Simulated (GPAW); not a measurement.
GaAs:

```
As Ga
1.0
     0.00000    2.82685    2.82685
     2.82685    0.00000    2.82685
     2.82685    2.82685    0.00000
As Ga
1 1
Cartesian
  4.2403 4.2403 4.2403
  0.0000 0.0000 0.0000
```

Base run:

```yaml
Program: GPAW 26.7.0
Functional: LDA
Potentials_or_basis: the program's PAW data sets (release 1.2.1) made for this functional
Cutoff: 600 eV
Basis: pw
k_mesh: 8 × 8 × 8
Occupations: fermi-dirac, width 0.05 eV
Spin: no spin polarisation
```

Its results: band gap on the k mesh 0.36 eV, direct.

Q: The run is repeated on the same cell with these changes: functional from LDA to TB-mBJ; potentials or basis from the program's PAW data sets (release 1.2.1) made for this functional to GPAW PAW data sets for LDA (gpaw-data 1.2.1). What comes out?

A: Band gap on the k mesh 1.68 eV, direct.

Caveats: a model potential gives levels but no total energy (some runs).

Not every run made on this cell is shown here.
